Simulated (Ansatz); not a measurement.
**SnO2 (CdI2 type): how the settings move a single-point run**

Question: which choices in the input matter for SnO2 (CdI2 type)?

Computed with Ansatz 0.2.0 (reference: DFT, PBE, PAW with Ansatz's default frozen-core files, scalar-relativistic, unless a step's input says otherwise).

## (1) Starting point

It takes space group P-3m1 (No. 164, trigonal). The conventional cell has a = 3.228 Å, b = 3.228 Å, c = 5.492 Å, α = 90.00°, β = 90.00°, γ = 120.00°. Around Sn (site symmetry -3m) lie 6 O at 2.12 Å. O (site symmetry 3m) is surrounded by 3 Sn at 2.12 Å.

Structure file:

```xyz
3
Lattice="3.2282 0.0000 0.0000 -1.6141 2.7957 0.0000 0.0000 0.0000 5.4923" Properties=species:S:1:pos:R:3 pbc="T T T"
Sn    0.0000    0.0000    0.0000
O     0.0000    1.8638    1.0114
O     1.6141    0.9319    4.4809
```

## (2) The reference run

The input, input.yaml:

```yaml
crystal:
  lattice:
    - [3.2281997375, 0.0, 0.0]
    - [-1.6140998687, 2.7957029812, 0.0]
    - [0.0, 0.0, 5.4923491137]
  atoms:
    - { symbol: Sn, position: [0.0, 0.0, 0.0] }
    - { symbol: O, position: [0.3333333333, 0.6666666667, 0.1841559794] }
    - { symbol: O, position: [0.6666666667, 0.3333333333, 0.8158440206] }
kpoints:
  mp_grid: { grid: [13, 13, 7] }
  band_path:
    path:
      - [0.0, 0.0, 0.0]
      - [0.5, 0.0, 0.0]
      - [0.3333333333, 0.3333333333, 0.0]
      - [0.0, 0.0, 0.0]
      - [0.0, 0.0, 0.5]
      - [0.5, 0.0, 0.5]
      - [0.3333333333, 0.3333333333, 0.5]
      - [0.0, 0.0, 0.5]
      - [0.5, 0.0, 0.5]
    npoints: 14
scf:
  occupations: { method: fermi_dirac, width: 0.08 }
hamiltonian:
  xc: pbe
  pseudopotentials: { kind: paw }
output:
  forces: true
  stress: true
  eigenvalues: true
  efg: { contact_densities: true }
  populations: true
  bader: true
  dos: { projected: true, de: 0.2, e_range: [-14, 8] }
  write_density: true
  write_potential: true
  elf: true
  volumetric_format: npy
```

The run is started by

```
$ ansatz run input.yaml --threads 1 --pin off --max-ram 4096MiB --backend cpu --events-out ev --progress --plain --runs-dir out
```

## (3) Changed: mp_grid.shift [0.5, 0.5, 0.5]

Changes to input.yaml since step 2:

```diff
@@ -10,3 +10,3 @@
 kpoints:
-  mp_grid: { grid: [13, 13, 7] }
+  mp_grid: { grid: [13, 13, 7], shift: [0.5, 0.5, 0.5] }
   band_path:
@@ -34,7 +34 @@
   populations: true
-  bader: true
-  dos: { projected: true, de: 0.2, e_range: [-14, 8] }
-  write_density: true
-  write_potential: true
-  elf: true
-  volumetric_format: npy
```

## (4) Changed: ecutwfc 25.7 Ry

Changes to input.yaml since step 2:

```diff
@@ -34,4 +34,2 @@
   populations: true
-  bader: true
-  dos: { projected: true, de: 0.2, e_range: [-14, 8] }
   write_density: true
@@ -40 +38,3 @@
   volumetric_format: npy
+basis:
+  ecutwfc: "25.7 Ry"
```

Before running it: what results should come out? Wanted: for each run, ending; energy change; pressure; gap; force.

The runs gave:

```tsv
run	ending	energy change	pressure (GPa)	gap (eV)	force (eV/Å)	cycles	time
reference	converged	0	0.0	2.30	0.00	6	28 s
1: mp_grid.shift [0.5, 0.5, 0.5]	converged	0.0 meV/atom	0.0	2.42	0.00	6	16 s
2: ecutwfc 25.7 Ry	converged	+64.7 meV/atom	-0.2	2.28	0.01	6	7.7 s
```

Times don't compare one to one where runs were asked for different outputs or read a saved state (see the inputs); cycles may leave out searches for a lower state.

Residual by cycle in the longest SCF loop of each run; runs are numbered as in the table. The quantity is the density residual dr2, in eV.

```tsv
cycle	reference	run 1	run 2
1	0.00167	0.00168	0.00406
2	1.6e-4	1.6e-4	0.00122
3	3.0e-5	3.2e-5	2.1e-4
4	1.2e-5	1.2e-5	1.2e-5
5	2.5e-7	2.6e-7	5.4e-7
6	7.8e-9	8.3e-9	1.4e-8
```

Of the converged runs whose energies compare with the reference's, «ecutwfc 25.7 Ry» moves the energy most (+64.7 meV/atom) and «mp_grid.shift [0.5, 0.5, 0.5]» least (0.0 meV/atom). Run 2 ran under the cutoff that the potentials recommend, as the log warns, so basis error is mixed into its values.
